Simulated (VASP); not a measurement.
# CdTe (F-43m) in VASP: notebook

The runs below take CdTe through relaxation of cell and atoms, single point, with PBEsol.

Everything below comes from runs of VASP 6.6.1. Logs are shortened: lines on timing, memory, paths and dates and some standing lists are left out, and cuts for length are marked.

**Experimental background.**

From a printed reference work, data compilation, for a bulk crystal of CdTe at 0 K: band gap 1.607 eV.

How close the calculation comes is told below.

## (1) The structure

Symmetry: F-43m, No. 216, cubic system. Conventional cell: a = 6.410 Å, b = 6.410 Å, c = 6.410 Å, α = 90.00°, β = 90.00°, γ = 90.00°. Cd (site symmetry -43m) has 4 Te at 2.78 Å as nearest neighbours. Around Te (site symmetry -43m) lie 4 Cd at 2.78 Å.

## (2) Relaxation of cell and atoms, PBEsol (cell and atoms relaxed tightly for response)

File INCAR:

```
SYSTEM = CdTe
PREC = Accurate
ENCUT = 600
EDIFF = 1E-7
ISMEAR = 0
SIGMA = 0.01
LREAL = .FALSE.
LASPH = .TRUE.
NELM = 100
ALGO = Normal
ISIF = 3
LWAVE = .FALSE.
LCHARG = .FALSE.
GGA = PS
IBRION = 2
NSW = 80
EDIFFG = -0.001
```

File KPOINTS:

```
regular mesh
0
G
  8 8 8
  0 0 0
```

File POSCAR:

```
CdTe
1.0
    0.0000000000      3.2446715256      3.2446715256
    3.2446715256      0.0000000000      3.2446715256
    3.2446715256      3.2446715256      0.0000000000
Cd Te
1 1
Direct
    0.0000000000      0.0000000000      0.0000000000
    0.7500000000      0.7500000000      0.7500000000
```

Potentials or basis: VASP PAW PBE potentials, release 64 (Cd, Te).

The run is started by

```bash
$ cat potpaw_PBE.64/Cd/POTCAR potpaw_PBE.64/Te/POTCAR > POTCAR
$ mpirun -np 1 vasp_std > vasp.out
```

OUTCAR:

```text
SYSTEM = CdTe
   PREC = Accurate
   ENCUT = 600
   EDIFF = 1E-7
   ISMEAR = 0
   LREAL = .FALSE.
   LASPH = .TRUE.
   NELM = 100
   ISIF = 3
   GGA = PS
   IBRION = 2
   NSW = 80
   EDIFFG = -0.001

 ion  position               nearest neighbor table
   1  0.000  0.000  0.000-   2 2.81   2 2.81   2 2.81   2 2.81
   2  0.750  0.750  0.750-   1 2.81   1 2.81   1 2.81   1 2.81

  LATTYP: Found a face centered cubic cell.
 ALAT       =     6.4893430512

  Lattice vectors:

 A1 = (   0.0000000000,   3.2446715256,   3.2446715256)
 A2 = (   3.2446715256,   0.0000000000,   3.2446715256)
 A3 = (   3.2446715256,   3.2446715256,   0.0000000000)

Analysis of symmetry for initial positions (statically):
=====================================================================
 Subroutine PRICEL returns:
 Original cell was already a primitive cell.

 Routine SETGRP: Setting up the symmetry group for a
 face centered cubic supercell.

 Subroutine GETGRP returns: Found 24 space group operations
 (whereof 24 operations were pure point group operations)
 out of a pool of 48 trial point group operations.

The static configuration has the point symmetry T_d .

Analysis of symmetry for dynamics (positions and initial velocities):
=====================================================================
 Subroutine PRICEL returns:
 Original cell was already a primitive cell.

 Routine SETGRP: Setting up the symmetry group for a
 face centered cubic supercell.

 Subroutine GETGRP returns: Found 24 space group operations
 (whereof 24 operations were pure point group operations)
 out of a pool of 48 trial point group operations.

The dynamic configuration has the point symmetry T_d .

 Subroutine INISYM returns: Found 24 space group operations
 (whereof 24 operations are pure point group operations),
 and found     1 'primitive' translations

----------------------------------------------------------------------------------------

                                     Primitive cell

  volume of cell :      68.3191

  direct lattice vectors                    reciprocal lattice vectors
     0.000000000  3.244671526  3.244671526    -0.154098804  0.154098804  0.154098804
     3.244671526  0.000000000  3.244671526     0.154098804 -0.154098804  0.154098804
     3.244671526  3.244671526  0.000000000     0.154098804  0.154098804 -0.154098804

  length of vectors
     4.588658477  4.588658477  4.588658477     0.266906957  0.266906957  0.266906957

  position of ions in fractional coordinates (direct lattice)
     0.000000000  0.000000000  0.000000000
     0.750000000  0.750000000  0.750000000

  ion indices of the primitive-cell ions
   primitive index   ion index
                 1           1
                 2           2

----------------------------------------------------------------------------------------

 KPOINTS: regular mesh

Automatic generation of k-mesh.
 Grid dimensions read from file:
 generate k-points for:    8    8    8

 Generating k-lattice:

  Cartesian coordinates                     Fractional coordinates (reciprocal lattice)
    -0.019262350  0.019262350  0.019262350     0.125000000  0.000000000  0.000000000
     0.019262350 -0.019262350  0.019262350     0.000000000  0.125000000  0.000000000
     0.019262350  0.019262350 -0.019262350     0.000000000  0.000000000  0.125000000

  Length of vectors
     0.033363370  0.033363370  0.033363370

  Shift w.r.t. Gamma in fractional coordinates (k-lattice)
     0.000000000  0.000000000  0.000000000

 Subroutine IBZKPT returns following result:
 ===========================================

 Found     29 irreducible k-points:

 Following reciprocal coordinates:
            Coordinates               Weight
  0.000000  0.000000  0.000000      1.000000
  0.125000  0.000000  0.000000      8.000000
  0.250000  0.000000  0.000000      8.000000
  0.375000  0.000000  0.000000      8.000000
  0.500000  0.000000  0.000000      4.000000
  0.125000  0.125000  0.000000      6.000000
[... 16 lines left out ...]
  0.500000  0.250000  0.125000     48.000000
 -0.375000  0.250000  0.125000     24.000000
 [... further k-points ...]
   k-points           NKPTS =     29   k-points in BZ     NKDIM =     29   number of bands    NBANDS=     13
   number of dos      NEDOS =    301   number of ions     NIONS =      2
   total plane-waves  NPLWV =  64000
   dimension x,y,z NGX =    40 NGY =   40 NGZ =   40
   dimension x,y,z NGXF=    80 NGYF=   80 NGZF=   80
   ions per type =               1   1
   NGX,Y,Z   is equivalent  to a cutoff of  14.49, 14.49, 14.49 a.u.
   NGXF,Y,Z  is equivalent  to a cutoff of  28.98, 28.98, 28.98 a.u.
 SYSTEM =  CdTe
   PREC   = accura    normal or accurate (medium, high low for compatibility)
   ISTART =      0    job   : 0-new  1-cont  2-samecut
   ICHARG =      2    charge: 1-file 2-atom 10-const
   ISPIN  =      1    spin polarized calculation?
   LNONCOLLINEAR =      F non collinear calculations
   LSORBIT =      F    spin-orbit coupling
   LASPH  =      T    aspherical Exc in radial PAW
   ENCUT  =  600.0 eV  44.10 Ry    6.64 a.u.   9.16  9.16  9.16*2*pi/ulx,y,z
   NELM   =    100;   NELMIN=  2; NELMDL= -5     # of ELM steps
   EDIFF  = 0.1E-06   stopping-criterion for ELM
   LREAL  =      F    real-space projection
   EDIFFG = -.1E-02   stopping-criterion for IOM
   NSW    =     80    number of steps for IOM
   IBRION =      2    ionic relax: 0-MD 1-quasi-New 2-CG
   NFREE  =      1    steps in history (QN), initial steepest desc. (CG)
   ISIF   =      3    stress and relaxation
   ISYM   =      2    0-nonsym 1-usesym 2-fastsym
   POTIM  = 0.5000    time-step for ionic-motion
   TEBEG  =    0.0;   TEEND  =   0.0 temperature during run
   PSTRESS=    0.0 pullay stress
   NELECT =      18.0000    total number of electrons
   NUPDOWN=      -1.0000    fix difference up-down
   EMIN   =  10.00;   EMAX   =-10.00  energy-range for DOS
   EFERMI =   0.00;   METHOD = LEGACY
   ISMEAR =     0;   SIGMA  =   0.01  broadening in eV -4-tet -1-fermi 0-gaus
   EFERMI_NEDOS =   21; number of points for ismear=-14 and -15
   IALGO  =     38    algorithm
   IMIX   =      4    mixing-type and parameters
     AMIX     =   0.40;   BMIX     =  1.00
     AMIX_MAG =   1.60;   BMIX_MAG =  1.00
  volume/ion in A,a.u.               =      34.16       230.52
  Fermi-wavevector in a.u.,A,eV,Ry     =   1.049506  1.983279 14.986312  1.101463
  Thomas-Fermi vector in A             =   2.184471
   LORBIT       =      0    0 simple, 1 ext, 2 COOP (PROOUT), +10 PAW based schemes
   GGA     = PS    functional components
   LHFCALC =     F    Hartree Fock is set to
   AEXX    =    0.0000 exact exchange contribution
   IVDW    =     0    specifies the selected vdW correction
   LEPSILON=     F    determine dielectric tensor
   LRPA    =     F    only Hartree local field effects (RPA)
 conjugate gradient relaxation of ions
 non-spin polarized calculation
 Gauss-broadening in eV      SIGMA  =   0.01
  energy-cutoff  :      600.00
  volume of cell :       68.32
 maximum number of plane-waves:      2292
 NGX is ok and might be reduce to    40
   NGX = 19   NGY = 19   NGZ = 19

--------------------------------------- Ionic step        1  -------------------------------------------

 number of electron      17.9999998 magnetization

 Free energy of the ion-electron system (eV)
  ---------------------------------------------------
  ext. energy  EPLUGINS =         0.00000000
  ---------------------------------------------------
  free energy    TOTEN  =        -5.48938436 eV

  energy without entropy =       -5.48938436  energy(sigma->0) =       -5.48938436

------------------------ aborting loop because EDIFF is reached ----------------------------------------

  FORCE on cell =-STRESS in cart. coord.  units (eV):
  Direction    XX          YY          ZZ          XY          YZ          ZX
  --------------------------------------------------------------------------------------
  -------------------------------------------------------------------------------------
  Total        0.0525717      0.0525717      0.0525717     -0.0000000      0.0000000      0.0000000
  in kB        1.2328786      1.2328786      1.2328786     -0.0000000      0.0000000      0.0000000
  external PRESSURE =       1.2328786 kB  Pullay stress =       0.0000000 kB
[... 57 lines left out ...]
  energy  without entropy=       -5.4894482642  energy(sigma->0) =       -5.48944826

--------------------------------------- Ionic step        3  -------------------------------------------

 number of electron      17.9999998 magnetization

 Free energy of the ion-electron system (eV)
  ---------------------------------------------------
  ext. energy  EPLUGINS =         0.00000000
  ---------------------------------------------------
  free energy    TOTEN  =        -5.48945625 eV

  energy without entropy =       -5.48945625  energy(sigma->0) =       -5.48945625

 E-fermi :   2.2123     XC(G=0):  -8.7515

 val. band max:        2.1505598705   @ k =   0.0000   0.0000   0.0000
 cond. band min:       2.7930210418   @ k =   0.0000   0.0000   0.0000
 fundamental gap:      0.6424611713
 Fermi energy:         2.2122931787

 k-point     1 :       0.0000    0.0000    0.0000
  band No.  band energies     occupation
      1      -9.0235      2.00000
      2      -6.0825      2.00000
      3      -6.0825      2.00000
      4      -6.0825      2.00000
      5      -5.8224      2.00000
      6      -5.8224      2.00000
      7       2.1506      2.00000
      8       2.1506      2.00000
      9       2.1506      2.00000
     10       2.7930      0.00000
     11       6.7013      0.00000
     12       6.7013      0.00000
     13       6.7013      0.00000
[... 353 lines left out ...]
 k-point    24 :      -0.3750    0.2500    0.1250
  band No.  band energies     occupation
      1      -8.5629      2.00000
      2      -5.9946      2.00000
      3      -5.9822      2.00000
      4      -5.8384      2.00000
      5      -5.8171      2.00000
      6      -5.3888      2.00000
      7      -2.0966      2.00000
      8       0.0760      2.00000
      9       0.8833      2.00000
     10       5.3130      0.00000
     11       6.6627      0.00000
     12       8.0614      0.00000
     13       9.2341      0.00000

 [... further k-points ...]

------------------------ aborting loop because EDIFF is reached ----------------------------------------

  FORCE on cell =-STRESS in cart. coord.  units (eV):
  Direction    XX          YY          ZZ          XY          YZ          ZX
  --------------------------------------------------------------------------------------
  -------------------------------------------------------------------------------------
  Total        0.0009807      0.0009807      0.0009807      0.0000000      0.0000000      0.0000000
  in kB        0.0229333      0.0229333      0.0229333      0.0000000      0.0000000      0.0000000
  external PRESSURE =       0.0229333 kB  Pullay stress =       0.0000000 kB
[... 17 lines left out ...]
  FREE ENERGIE OF THE ION-ELECTRON SYSTEM (eV)
  ---------------------------------------------------
  free  energy   TOTEN  =        -5.4894562464 eV

  energy  without entropy=       -5.4894562464  energy(sigma->0) =       -5.48945625

 reached required accuracy - stopping structural energy minimisation
```

Wall time 49 s (1 thread of Intel Xeon Platinum 8488C (Sapphire Rapids), shared host); peak memory 0.25 GiB.

Results:

```
Free energy                            : -5.4895 eV
Relaxed volume                         : 34.26 Å³/atom
Relaxed cell                           : a = 4.593 Å, b = 4.593 Å, c = 4.593 Å, α = 60.00°, β = 60.00°, γ = 60.00°
Space group after relaxing (to 0.05 Å) : F-43m (No. 216)
Energy gained by relaxing              : 0.0 meV/atom
Ionic steps                            : 3
Pressure after relaxing                : 0.0 GPa
Band gap on the k mesh                 : 0.64 eV, direct
```

Final structure:
```
Cd Te
1.0
     0.00000    3.24773    3.24773
     3.24773    0.00000    3.24773
     3.24773    3.24773    0.00000
Cd Te
1 1
Direct
  0.00000 0.00000 0.00000
  0.75000 0.75000 0.75000
```

Caveat: the PAW data sets were made with another functional, which shifts forces and pressure a little; spin-orbit coupling is left out, which moves the levels of the heavy elements.

(Part 1 of 2 ends here.)
